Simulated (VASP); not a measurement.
La2O3:

```
La O
1.0
     6.26678    0.00000    0.00000
    -3.13339    5.42719    0.00000
     0.00000    0.00000    3.29977
La O
2 3
Direct
  0.66667 0.33333 0.50000
  0.33333 0.66667 0.50000
  0.50801 0.00000 0.00000
  0.00000 0.50801 0.00000
  0.49199 0.49199 0.00000
```

The cell comes from a database or a generator and needn't be the stable form of this composition.

| Item | Value |
| --- | --- |
| Program | VASP 6.6.1 |
| Task | relaxation of cell and atoms |
| Functional | r2SCAN |
| Potentials or basis | VASP PAW PBE potentials, release 64 (La, O) |
| Cutoff | 600 eV |
| k mesh | 4 × 4 × 8 |
| Occupations | gaussian, width 0.02 eV |
| Spin | no spin polarisation |

At the start: pressure 1.0 GPa; volume 22.45 Å³/atom.

Question: How do energy, volume and symmetry change on relaxing?

Answer: Over 9 steps the energy falls by 4.7 meV/atom and the volume is 22.84 Å³/atom (+1.7 %); space group P6/mmm (No. 191, to 0.05 Å).

The path:
```csv
step,energy change (eV),largest force (eV/Å),pressure (GPa),volume (Å³)
1,0.0000,0.0511,0.95,112.23
2,-0.0187,0.0603,-0.28,114.40
3,-0.0187,0.0600,-0.24,114.32
4,-0.0191,0.0548,0.27,113.86
5,-0.0193,0.0565,0.09,114.02
6,-0.0199,0.0518,0.08,114.03
7,-0.0214,0.0386,0.06,114.07
8,-0.0231,0.0114,0.01,114.16
9,-0.0233,0.0005,-0.02,114.19
```

Final structure:
```
La O
1.0
     6.34530    0.00000    0.00000
    -3.17265    5.49519    0.00000
     0.00000    0.00000    3.27489
La O
2 3
Direct
  0.66667 0.33333 0.50000
  0.33333 0.66667 0.50000
  0.50006 0.00000 0.00000
  0.00000 0.50006 0.00000
  0.49994 0.49994 0.00000
```

Caveat: the PAW data sets were made with another functional, which shifts forces and pressure a little.
